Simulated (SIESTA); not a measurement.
## SiNi3 in SIESTA: the effect of basis

Crystal: SiNi3.

```xyz
4
Lattice="3.5420 0.0000 0.0000 0.0000 3.5420 0.0000 0.0000 0.0000 3.5420" Properties=species:S:1:pos:R:3 pbc="T T T"
Ni    1.7710    1.7710    0.0000
Ni    1.7710    0.0000    1.7710
Ni    0.0000    1.7710    1.7710
Si    0.0000    0.0000    0.0000
```

Alike in all runs:

* Program: SIESTA 5.4.2
* Task: band structure
* Functional: PBEsol
* Potentials or basis: PseudoDojo 0.4 standard (PBEsol files)
* Grid cutoff: 800 Ry
* Energy shift: 0.003 Ry
* k mesh: 8 × 8 × 8
* Occupations: fermi-dirac, width 0.05 eV
* Spin: collinear spin, ferromagnetic start
* Starting moments: [1.0, 1.0, 1.0, 0.0] μB

| basis | pressure (GPa) |
| --- | --- |
| SZ | 20.1 |
| SZP | -9.3 |
| DZ | -4.8 |
| DZP | ? |
| TZP | -15.0 |
| TZDP | -14.9 |

**Question.** What does the run with basis DZP give?

**Answer.** Pressure -13.8 GPa.

Caveats: short orbitals over semicore shells can move pressures by several GPa; the basis of atomic orbitals isn't converged, which shifts pressures, moduli and gaps; the basis has no polarisation orbitals (some runs).
